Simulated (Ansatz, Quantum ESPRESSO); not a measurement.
# BaO (Fm-3m): a worked LO-TO splitting

Wanted: the LO mode of BaO (Fm-3m) from the TO mode and the field response.

Calculated with Quantum ESPRESSO 8.0 development, patched; DFT LDA, scalar-relativistic, plane waves, PseudoDojo norm-conserving pseudopotentials.

The database entry behind the starting cell differs from later determinations by our own check (about 0.7 % short), so it need not match the best structure at ambient conditions.

### Step 1. The relaxed structure

The structure is cubic, space group Fm-3m (No. 225). Conventional cell: a = 5.452 Å, b = 5.452 Å, c = 5.452 Å, α = 90.00°, β = 90.00°, γ = 90.00°. Nearest to Ba lie 6 O at 2.73 Å. Nearest to O lie 6 Ba at 2.73 Å. Farther neighbours and most contacts between anions are not listed.

This is the cell after its relaxation at this level of theory, not the database cell from which that began.

### Step 2. What the response run gave

A linear-response run on the relaxed cell, with the response to an electric field; only its zone-centre results are used. Cutoff 84 Ry, k mesh 12×12×12.

What it wrote:

```text
[banners, grids, parts of the stress and lines that vanish by symmetry left out]
Program PHONON v.8.0dev
     Dynamical matrices for q-points given in input
     (   1q-points):
[...]
Exchange-correlation= PW
                           (   1   4   0   0   0   0   0)
[...]
kinetic-energy cut-off    =      84.0000  Ry
     charge density cut-off    =     336.0000  Ry
     convergence threshold     =      1.0E-18
[...]
Exchange-correlation= PW
                           (   1   4   0   0   0   0   0)
[...]
q = (   0.0000000   0.0000000   0.0000000 )
     49 Sym.Ops. (with q -> -q+G )
     G cutoff =  451.6954  (  28475 G-vectors)     FFT grid: ( 45, 45, 45)
     number of k points=    72
[...]
Mode symmetry, O_h (m-3m)  point group:
[...]
Dielectric constant
[...]
End of electric fields calculation
          Dielectric constant in cartesian axis
          (       4.328537343       0.000000000      -0.000000000 )
          (       0.000000000       4.328537343       0.000000000 )
          (      -0.000000000       0.000000000       4.328537343 )
          Effective charges (d Force / dE) in cartesian axis without acoustic sum rule applied (asr)
           atom    1  Ba    Mean Z*:        2.79641
      Ex  (        2.79641        0.00000        0.00000 )
      Ey  (        0.00000        2.79641       -0.00000 )
      Ez  (        0.00000       -0.00000        2.79641 )
           atom    2  O     Mean Z*:       -2.79647
      Ex  (       -2.79647        0.00000        0.00000 )
      Ey  (        0.00000       -2.79647        0.00000 )
      Ez  (        0.00000       -0.00000       -2.79647 )
          Effective charges Sum: Mean:       -0.00006
[...]
Effective charges (d Force / dE) in cartesian axis with asr applied:
           atom    1  Ba    Mean Z*:        2.79644
[...]
atom    2  O     Mean Z*:       -2.79644
[...]
Dielectric constant from finite-differences
          (       4.328555616       0.000000000      -0.000000000 )
          (       0.000000000       4.328555616       0.000000000 )
          (      -0.000000000       0.000000000       4.328555616 )
[...]
(      -0.000000000       0.000000000       0.000000000 )
          (      -0.000000000       0.000000000      -0.000000000 )
          (      -0.000000000      -0.000000000      -0.000000000 )
          (      -0.000000000       0.000000000      -0.000000000 )
          (      -0.000000000       0.000000000      -0.000000000 )
          (      -0.000000000      -0.000000000       0.000000000 )
          (      -0.000000000      -0.000000000       0.000000000 )
          (      -0.000000000      -0.000000000      -0.000000000 )
[...]
(       0.000000000       0.000000000       0.000000000 )
          (       0.000000000       0.000000000       0.000000000 )
          (       0.000000000      -0.000000000      -0.000000000 )
          (      -0.000000000      -0.000000000      -0.000000000 )
          (      -0.000000000      -0.000000000      -0.000000000 )
[...]
Representation #   1 modes #   1   2   3
[...]
End of self-consistent calculation
     Convergence has been achieved
     Representation #   2 modes #   4   5   6
[...]
End of self-consistent calculation
     Convergence has been achieved
[...]
Dielectric constant in cartesian axis
          (       4.328537343       0.000000000      -0.000000000 )
          (       0.000000000       4.328537343       0.000000000 )
          (      -0.000000000       0.000000000       4.328537343 )
          Effective charges (d Force / dE) in cartesian axis without acoustic sum rule applied (asr)
           atom    1  Ba    Mean Z*:        2.79641
      Ex  (        2.79641        0.00000        0.00000 )
      Ey  (        0.00000        2.79641       -0.00000 )
      Ez  (        0.00000       -0.00000        2.79641 )
           atom    2  O     Mean Z*:       -2.79647
      Ex  (       -2.79647        0.00000        0.00000 )
      Ey  (        0.00000       -2.79647        0.00000 )
      Ez  (        0.00000       -0.00000       -2.79647 )
          Effective charges Sum: Mean:       -0.00006
[...]
Effective charges (d Force / dE) in cartesian axis with asr applied:
           atom    1  Ba    Mean Z*:        2.79644
[...]
atom    2  O     Mean Z*:       -2.79644
[...]
q = (    0.000000000   0.000000000   0.000000000 )
[...]
freq (    1) =       0.021478 [THz] =       0.716415 [cm-1]
     freq (    2) =       0.021478 [THz] =       0.716415 [cm-1]
     freq (    3) =       0.021478 [THz] =       0.716415 [cm-1]
     freq (    4) =       2.935438 [THz] =      97.915673 [cm-1]
     freq (    5) =       2.935438 [THz] =      97.915673 [cm-1]
     freq (    6) =       2.935438 [THz] =      97.915673 [cm-1]
[...]
Mode symmetry, O_h (m-3m)  point group:
     freq (   1-   3) =          0.7  [cm-1]   --> T_1u G_15  G_4- I
     freq (   4-   6) =         97.9  [cm-1]   --> T_1u G_15  G_4- I

   JOB DONE.
```

```tsv
quantity	value
cell volume Ω (Å³)	40.512
mass of Ba (u)	137.327
mass of O (u)	15.999
Born charge of Ba, raw (e)	2.796
Born charge of O, raw (e)	-2.796
ε∞	4.329
ω(TO) after the sum rule (cm⁻¹)	97.9
```

### Step 3. The calculation

The charges must sum to zero over the cell; taking off their mean, 0.000 e, leaves Z* = 2.796 e on Ba. In the polar mode Ba moves against O, so the reduced mass is μ = 137.33 × 16.00 / 153.33 = 14.330 u.

A longitudinal wave builds up a field that adds to the restoring force: ω(LO)² = ω(TO)² + 4π Z*² / (μ Ω ε∞), in Hartree atomic units. With μ = 26121 electron masses and Ω = 273.39 bohr³ the second term is 3.1791e-06 Ha², or 153136 cm⁻² (1 Ha = 219474.6 cm⁻¹).

So ω(LO) = √(9582 + 153136) = 403.4 cm⁻¹, and by the Lyddane-Sachs-Teller relation ε₀ = ε∞ (ω(LO)/ω(TO))² = 73.50.

### Step 4. Check against the program

The analysis program adds the same non-analytic term to the full matrix, here for q along (1 0 0).

What it wrote:

```text
[banner, memory and clock lines left out]
Program DYNMAT v.8.0dev

     Reading Dynamical Matrix from file g.dyn
     ...Force constants read
     ...epsilon and Z* read
     ...Raman cross sections read

     Polarizability (A^3 units)
     multiply by 0.474043 for Clausius-Mossotti correction (not under assume_isolated = 'mt')
        10.730776    0.000000   -0.000000
         0.000000   10.730776    0.000000
        -0.000000    0.000000   10.730776

     IR activities are in (D/A)^2/amu units

# mode   [cm-1]    [THz]      IR
    1     -0.00   -0.0000    0.0000
    2      0.00    0.0000    0.0000
    3      0.00    0.0000    0.0000
    4     97.89    2.9348   12.5906
    5     97.89    2.9348   12.5906
    6    403.38   12.0931   12.5906
```

ε₀ comes from the program's run without a direction of q.

```tsv
quantity	by hand	program
ω(LO) (cm⁻¹)	403.4	403.4
ε₀	73.50	73.49
```

### Step 5. Outcome

| Property | Result |
| --- | --- |
| TO mode | 97.89 cm⁻¹ |
| LO mode | 403.4 cm⁻¹ |
| static dielectric constant | 73.49 |

The LO mode of BaO (Fm-3m) lies at 403 cm⁻¹, 305 cm⁻¹ above the TO mode; the formula meets the program within 0.1 cm⁻¹, as it must for a cubic crystal with one polar mode. ω(LO)² − ω(TO)² goes with Z*²/ε∞: an error of 5 % in ε∞ would move the LO mode by 9.1 cm⁻¹, and semilocal functionals tend to overestimate ε∞. These are harmonic values at zero temperature, at the volume of this functional, for the structure held cubic; stability elsewhere in the zone is no part of this calculation.

[Host names and launcher messages were left out of these logs when they were recorded.]

[Logs are printed without paths, hosts, clocks, repeated set-up lines and the standing remarks that a program may print on its own settings, such as how far it seeks lower states.]

[Hosts, paths, dates, database ids (printed as entryN), source tags and the programs' standing remarks are cut or masked in the printed files.]
